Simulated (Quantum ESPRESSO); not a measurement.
**Mo: equation of state with PBEsol**

Mo:

```
Mo
1.0
    -1.58381    1.58381    1.58381
     1.58381   -1.58381    1.58381
     1.58381    1.58381   -1.58381
Mo
1
Direct
  0.00000 0.00000 0.00000
```

```
Program             : Quantum ESPRESSO 7.5
Task                : equation of state
Functional          : PBEsol
Potentials or basis : GBRV 1.5 PBEsol
Cutoff              : 612 eV
Density cutoff      : 4898 eV
k mesh              : 12 × 12 × 12
Occupations         : fermi-dirac, width 0.05 eV
Spin                : no spin polarisation
```

| Quantity | Value |
| --- | --- |
| Equilibrium volume | 15.30 Å³/atom |
| Bulk modulus | 284 GPa |
| Pressure derivative of the bulk modulus | 4.3 |

Energy against volume, from the lowest point:
| volume (Å³/atom) | energy (meV/atom) |
| --- | --- |
| 14.938 | 7.78 |
| 15.256 | 0.00 |
| 15.574 | 4.08 |
| 15.892 | 18.81 |
| 16.209 | 43.07 |
| 16.527 | 75.87 |
| 16.845 | 116.30 |

All runs of the series together: 38 s on 2 threads of Intel(R) Xeon(R) Platinum 8375C CPU @ 2.90GHz (Ice Lake) (shared host).
